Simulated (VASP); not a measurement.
# H (Cmce) in VASP: further runs

One crystal, H, is run at these levels: r2SCAN; tasks: single point, relaxation of cell and atoms.

Program: VASP 6.6.1. These are calculated values, not measurements. Logs are shortened: lines on timing, memory, paths and dates and some standing lists are left out, and cuts for length are marked.

## 1. The crystal as given

The structure is orthorhombic, space group Cmce (No. 64). The conventional cell has a = 5.247 Å, b = 5.134 Å, c = 4.142 Å, α = 90.00°, β = 90.00°, γ = 90.00°. Around H (site symmetry m) lie 1 H at 0.74 Å.

## 2. Single point, r2SCAN

Input file POSCAR:

```
H
1.0
    2.6234813799     -2.5669048168      0.0000000000
    2.6234813799      2.5669048168      0.0000000000
    0.0000000000      0.0000000000      4.1418180000
H
4
Direct
    0.9532956300      0.0467043700      0.0685088900
    0.4532956300      0.5467043700      0.4314911100
    0.5467043700      0.4532956300      0.5685088900
    0.0467043700      0.9532956300      0.9314911100
```

Input file INCAR.step1:

```
ALGO = Normal ; EDIFF = 1E-4
ENCUT = 520 ; GGA = PE
ISMEAR = 0 ; LASPH = T
LCHARG = F ; LREAL = F
LWAVE = T ; NBANDS = 10
NELM = 100 ; PREC = Accurate
SIGMA = 0.1
```

Input file INCAR.step2:

```
ALGO = Normal ; EDIFF = 1E-6
ENCUT = 520 ; ISIF = 2
ISMEAR = 0 ; ISTART = 1
LASPH = T ; LCHARG = F
LMIXTAU = T ; LREAL = F
LWAVE = F ; METAGGA = R2SCAN
NBANDS = 10 ; NELM = 100
PREC = Accurate ; SIGMA = 0.1
```

Input file KPOINTS:

```
k-points
0
Gamma
  6 6 4
```

Potentials or basis: VASP PAW PBE potentials, release 64 (H).

Run with:

```bash
cat potpaw_PBE.64/H/POTCAR > POTCAR
cp INCAR.step1 INCAR
mpirun -np 1 vasp_std > vasp.out
cp INCAR.step2 INCAR
mpirun -np 1 vasp_std > vasp.out
```

OUTCAR:

```text
EDIFF = 1E-6
   ENCUT = 520
   ISIF = 2
   ISMEAR = 0
   ISTART = 1
   LASPH = T
   LREAL = F
   METAGGA = R2SCAN
   NELM = 100
   PREC = Accurate

 ion  position               nearest neighbor table
   1  0.953  0.047  0.069-   4 0.74
   2  0.453  0.547  0.431-   3 0.74
   3  0.547  0.453  0.569-   2 0.74
   4  0.047  0.953  0.931-   1 0.74

  LATTYP: Found a base centered orthorhombic cell.
 ALAT       =     5.1338096336
 B/A-ratio  =     1.0220407717
 C/A-ratio  =     0.8067728053

  Lattice vectors:

 A1 = (  -2.6234813799,  -2.5669048168,   0.0000000000)
 A2 = (   2.6234813799,  -2.5669048168,   0.0000000000)
 A3 = (   0.0000000000,   0.0000000000,   4.1418180000)

Analysis of symmetry for initial positions (statically):
=====================================================================
 Subroutine PRICEL returns:
 Original cell was already a primitive cell.

 Routine SETGRP: Setting up the symmetry group for a
 base centered orthorhombic supercell.

 Subroutine GETGRP returns: Found  8 space group operations
 (whereof  4 operations were pure point group operations)
 out of a pool of  8 trial point group operations.

The static configuration has the point symmetry C_2h.
 The point group associated with its full space group is D_2h.

Analysis of symmetry for dynamics (positions and initial velocities):
=====================================================================
 Subroutine PRICEL returns:
 Original cell was already a primitive cell.

 Routine SETGRP: Setting up the symmetry group for a
 base centered orthorhombic supercell.

 Subroutine GETGRP returns: Found  8 space group operations
 (whereof  4 operations were pure point group operations)
 out of a pool of  8 trial point group operations.

The dynamic configuration has the point symmetry C_2h.
 The point group associated with its full space group is D_2h.

 Subroutine INISYM returns: Found  8 space group operations
 (whereof  4 operations are pure point group operations),
 and found     1 'primitive' translations

----------------------------------------------------------------------------------------

                                     Primitive cell

  volume of cell :      55.7839

  direct lattice vectors                    reciprocal lattice vectors
     2.623481380 -2.566904817  0.000000000     0.190586449 -0.194787121  0.000000000
     2.623481380  2.566904817  0.000000000     0.190586449  0.194787121  0.000000000
     0.000000000  0.000000000  4.141818000     0.000000000  0.000000000  0.241439870

  length of vectors
     3.670375306  3.670375306  4.141818000     0.272516453  0.272516453  0.241439870

  position of ions in fractional coordinates (direct lattice)
     0.953295630  0.046704370  0.068508890
     0.453295630  0.546704370  0.431491110
     0.546704370  0.453295630  0.568508890
     0.046704370  0.953295630  0.931491110

  ion indices of the primitive-cell ions
   primitive index   ion index
                 1           1
                 2           2
                 3           3
                 4           4

----------------------------------------------------------------------------------------

 KPOINTS: k-points

Automatic generation of k-mesh.
 Grid dimensions read from file:
 generate k-points for:    6    6    4

 Generating k-lattice:

  Cartesian coordinates                     Fractional coordinates (reciprocal lattice)
     0.031764408 -0.032464520  0.000000000     0.166666667  0.000000000  0.000000000
     0.031764408  0.032464520  0.000000000     0.000000000  0.166666667  0.000000000
     0.000000000  0.000000000  0.060359968     0.000000000  0.000000000  0.250000000

  Length of vectors
     0.045419409  0.045419409  0.060359968

  Shift w.r.t. Gamma in fractional coordinates (k-lattice)
     0.000000000  0.000000000  0.000000000

 Subroutine IBZKPT returns following result:
 ===========================================

 Found     39 irreducible k-points:

 Following reciprocal coordinates:
            Coordinates               Weight
  0.000000  0.000000  0.000000      1.000000
  0.166667  0.000000  0.000000      4.000000
  0.333333  0.000000  0.000000      4.000000
  0.500000  0.000000  0.000000      2.000000
  0.166667  0.166667  0.000000      2.000000
  0.333333  0.166667  0.000000      4.000000
[... 16 lines left out ...]
  0.333333  0.333333  0.250000      4.000000
  0.500000  0.333333  0.250000      8.000000
 [... further k-points ...]
   k-points           NKPTS =     39   k-points in BZ     NKDIM =     39   number of bands    NBANDS=     10
   number of dos      NEDOS =    301   number of ions     NIONS =      4
   total plane-waves  NPLWV =  25088
   dimension x,y,z NGX =    28 NGY =   28 NGZ =   32
   dimension x,y,z NGXF=    56 NGYF=   56 NGZF=   64
   ions per type =               4
   NGX,Y,Z   is equivalent  to a cutoff of  12.68, 12.68, 12.84 a.u.
   NGXF,Y,Z  is equivalent  to a cutoff of  25.36, 25.36, 25.69 a.u.
 SYSTEM =  unknown system
   PREC   = accura    normal or accurate (medium, high low for compatibility)
   ISTART =      1    job   : 0-new  1-cont  2-samecut
   ICHARG =      0    charge: 1-file 2-atom 10-const
   ISPIN  =      1    spin polarized calculation?
   LNONCOLLINEAR =      F non collinear calculations
   LSORBIT =      F    spin-orbit coupling
   LASPH  =      T    aspherical Exc in radial PAW
   ENCUT  =  520.0 eV  38.22 Ry    6.18 a.u.   6.82  6.82  7.70*2*pi/ulx,y,z
   NELM   =    100;   NELMIN=  2; NELMDL=  0     # of ELM steps
   EDIFF  = 0.1E-05   stopping-criterion for ELM
   LREAL  =      F    real-space projection
   EDIFFG = 0.1E-04   stopping-criterion for IOM
   NSW    =      0    number of steps for IOM
   IBRION =     -1    ionic relax: 0-MD 1-quasi-New 2-CG
   NFREE  =      0    steps in history (QN), initial steepest desc. (CG)
   ISIF   =      2    stress and relaxation
   ISYM   =      2    0-nonsym 1-usesym 2-fastsym
   POTIM  = 0.5000    time-step for ionic-motion
   TEBEG  =    0.0;   TEEND  =   0.0 temperature during run
   PSTRESS=    0.0 pullay stress
   NELECT =       4.0000    total number of electrons
   NUPDOWN=      -1.0000    fix difference up-down
   EMIN   =  10.00;   EMAX   =-10.00  energy-range for DOS
   EFERMI =   0.00;   METHOD = LEGACY
   ISMEAR =     0;   SIGMA  =   0.10  broadening in eV -4-tet -1-fermi 0-gaus
   EFERMI_NEDOS =   21; number of points for ismear=-14 and -15
   IALGO  =     38    algorithm
   IMIX   =      4    mixing-type and parameters
     AMIX     =   0.40;   BMIX     =  1.00
     AMIX_MAG =   1.60;   BMIX_MAG =  1.00
  volume/ion in A,a.u.               =      13.95        94.11
  Fermi-wavevector in a.u.,A,eV,Ry     =   0.680130  1.285259  6.293739  0.462577
  Thomas-Fermi vector in A             =   1.758530
   LORBIT       =      0    0 simple, 1 ext, 2 COOP (PROOUT), +10 PAW based schemes
   METAGGA = R2SCAN    functional components
   LHFCALC =     F    Hartree Fock is set to
   AEXX    =    0.0000 exact exchange contribution
   IVDW    =     0    specifies the selected vdW correction
   LEPSILON=     F    determine dielectric tensor
   LRPA    =     F    only Hartree local field effects (RPA)
 non-spin polarized calculation
 Gauss-broadening in eV      SIGMA  =   0.10
  energy-cutoff  :      520.00
  volume of cell :       55.78
 maximum number of plane-waves:      1516
   NGX = 13   NGY = 13   NGZ = 15

 number of electron       4.0000002 magnetization

 Free energy of the ion-electron system (eV)
  ---------------------------------------------------
  ext. energy  EPLUGINS =         0.00000000
  ---------------------------------------------------
  free energy    TOTEN  =       -13.81233005 eV

  energy without entropy =      -13.81233005  energy(sigma->0) =      -13.81233005

 E-fermi :  -8.6344     XC(G=0):  -4.8188

 val. band max:       -9.0495722653   @ k =   0.0000   0.0000   0.0000
 cond. band min:       1.0471948325   @ k =   0.5000   0.0000   0.5000
 fundamental gap:     10.0967670978
 Fermi energy:        -8.6343579857

 k-point     1 :       0.0000    0.0000    0.0000
  band No.  band energies     occupation
      1     -10.8320      2.00000
      2      -9.0496      2.00000
      3       3.2161      0.00000
      4       4.7655      0.00000
      5       4.9965      0.00000
      6       7.2901      0.00000
      7       7.6037      0.00000
      8       9.2023      0.00000
      9      11.0299      0.00000
     10      11.8191      0.00000

 k-point     2 :       0.1667    0.0000    0.0000
  band No.  band energies     occupation
      1     -10.6867      2.00000
      2      -9.1220      2.00000
      3       3.3351      0.00000
      4       4.2034      0.00000
      5       4.4995      0.00000
      6       6.5802      0.00000
      7       8.2940      0.00000
      8      10.0566      0.00000
      9      11.7612      0.00000
     10      11.7823      0.00000

 k-point     3 :       0.3333    0.0000    0.0000
  band No.  band energies     occupation
      1     -10.2970      2.00000
      2      -9.3681      2.00000
      3       3.0431      0.00000
      4       3.0782      0.00000
      5       4.7384      0.00000
      6       6.6500      0.00000
      7       8.9086      0.00000
      8       9.4186      0.00000
      9      10.8277      0.00000
     10      12.9130      0.00000
[... 248 lines left out ...]
 k-point    23 :       0.3333    0.3333    0.2500
  band No.  band energies     occupation
      1      -9.8409      2.00000
      2      -9.3994      2.00000
      3       2.0938      0.00000
      4       3.1204      0.00000
      5       3.1401      0.00000
      6       6.8611      0.00000
      7       6.9240      0.00000
      8       9.9080      0.00000
      9      10.2992      0.00000
     10      12.3323      0.00000

 k-point    24 :       0.5000    0.3333    0.2500
  band No.  band energies     occupation
      1      -9.6164      2.00000
      2      -9.5112      2.00000
      3       1.8142      0.00000
      4       2.7704      0.00000
      5       4.0213      0.00000
      6       5.4707      0.00000
      7       7.5662      0.00000
      8       8.4867      0.00000
      9      10.9081      0.00000
     10      11.6509      0.00000

 [... further k-points ...]

------------------------ aborting loop because EDIFF is reached ----------------------------------------

  FORCE on cell =-STRESS in cart. coord.  units (eV):
  Direction    XX          YY          ZZ          XY          YZ          ZX
  --------------------------------------------------------------------------------------
  -------------------------------------------------------------------------------------
  Total       -0.0444691     -0.0686403     -0.0591778      0.0000000      0.0000000      0.0000000
  in kB       -1.2772045     -1.9714287     -1.6996559      0.0000000      0.0000000      0.0000000
  external PRESSURE =      -1.6494297 kB  Pullay stress =       0.0000000 kB

 VOLUME and BASIS-vectors are now :
 -----------------------------------------------------------------------------
  energy-cutoff  :      520.00
  volume of cell :       55.78
      direct lattice vectors                 reciprocal lattice vectors
     2.623481380 -2.566904817  0.000000000     0.190586449 -0.194787121  0.000000000
     2.623481380  2.566904817  0.000000000     0.190586449  0.194787121  0.000000000
     0.000000000  0.000000000  4.141818000     0.000000000  0.000000000  0.241439870

 POSITION                                       TOTAL-FORCE (eV/Angst)
 -----------------------------------------------------------------------------------
      2.62348     -2.32713      0.28375         0.000000     -0.017404     -0.019803
      2.62348      0.23977      1.78716         0.000000     -0.017404      0.019803
      2.62348     -0.23977      2.35466         0.000000      0.017404     -0.019803
      2.62348      2.32713      3.85807         0.000000      0.017404      0.019803
 -----------------------------------------------------------------------------------
    total drift:                                0.000000     -0.000000      0.000000

  FREE ENERGIE OF THE ION-ELECTRON SYSTEM (eV)
  ---------------------------------------------------
  free  energy   TOTEN  =       -13.8123300514 eV

  energy  without entropy=      -13.8123300514  energy(sigma->0) =      -13.81233005
```

Run time: 29 s. Hardware: 1 thread of Intel Xeon 6975P-C (Granite Rapids), shared host; peak memory 0.16 GiB.

Results:

| Item | Value |
| --- | --- |
| Free energy | -13.8123 eV |
| Pressure | -0.2 GPa |
| Largest force | 0.026 eV/Å |
| Band gap on the k mesh | 10.10 eV, indirect (least direct gap 10.71 eV) |

Forces in eV/Å, atoms in the order of the input:
```
H    0.000 -0.017 -0.020
H    0.000 -0.017  0.020
H    0.000  0.017 -0.020
H    0.000  0.017  0.020
```

Caveat: the PAW data sets were made with another functional, which shifts forces and pressure a little.

## 3. Single point, r2SCAN

This run uses another cell than the first one, of 15.07 Å³/atom, 1.081 times its volume.

Input file POSCAR:

```
H
1.0
    2.6511535761     -2.5858427822      0.0000000000
    2.6511535761      2.5858427822      0.0000000000
    0.0000000000      0.0000000000      4.3975769142
H
4
Direct
    0.9525595629      0.0474404371      0.0632989013
    0.4525595629      0.5474404371      0.4367010987
    0.5474404371      0.4525595629      0.5632989013
    0.0474404371      0.9525595629      0.9367010987
```

Input file INCAR.step1:

```
PREC = Accurate
ENCUT = 520
ISMEAR = 0
SIGMA = 0.02
LREAL = F
LASPH = T
NELM = 100
NBANDS = 10
GGA = PE
ALGO = Normal
EDIFF = 1E-4
LWAVE = T
LCHARG = F
```

Input file INCAR.step2:

```
PREC = Accurate
ENCUT = 520
EDIFF = 1E-6
ISMEAR = 0
SIGMA = 0.02
LREAL = F
LASPH = T
NELM = 100
ALGO = Normal
ISIF = 2
LWAVE = F
LCHARG = F
METAGGA = R2SCAN
LMIXTAU = T
NBANDS = 10
ISTART = 1
```

Input file KPOINTS:

```
regular mesh
0
Gamma
  6 6 6
```

Potentials or basis: VASP PAW PBE potentials, release 64 (H).

Run with:

```bash
cat potpaw_PBE.64/H/POTCAR > POTCAR
cp INCAR.step1 INCAR
mpirun -np 1 vasp_std > vasp.out
cp INCAR.step2 INCAR
mpirun -np 1 vasp_std > vasp.out
```

It took 37 s on 1 thread of Intel Xeon 6975P-C (Granite Rapids), shared host; peak memory 0.17 GiB.

Results (log left out):

- Free energy: -13.8140 eV
- Pressure: -0.1 GPa
- Largest force: 0.003 eV/Å
- Band gap on the k mesh: 10.28 eV, indirect (least direct gap 10.78 eV)

Forces on the atoms (eV/Å):
```
H    0.000  0.002  0.003
H    0.000  0.002 -0.003
H    0.000 -0.002  0.003
H    0.000 -0.002 -0.003
```

Levels at points of the mesh, in eV from the valence-band top:
```csv
k point,band 1,band 2,band 3,band 4,band 5
"(0.00, 0.00, 0.00)",-1.50,0.00,11.98,13.52,14.18
"(0.50, 0.00, 0.00)",-0.59,-0.59,11.68,11.68,14.62
"(0.50, 0.50, 0.00)",-0.44,-0.29,10.70,11.62,14.71
"(0.00, 0.00, 0.50)",-0.76,-0.76,11.49,11.49,16.53
"(0.50, 0.00, 0.50)",-0.51,-0.51,10.28,10.28,17.04
"(0.50, 0.50, 0.50)",-0.31,-0.31,12.00,12.00,13.60
```

Caveat: the PAW data sets were made with another functional, which shifts forces and pressure a little. A k mesh can miss the band edges.

(Part 1 of 2 ends here.)
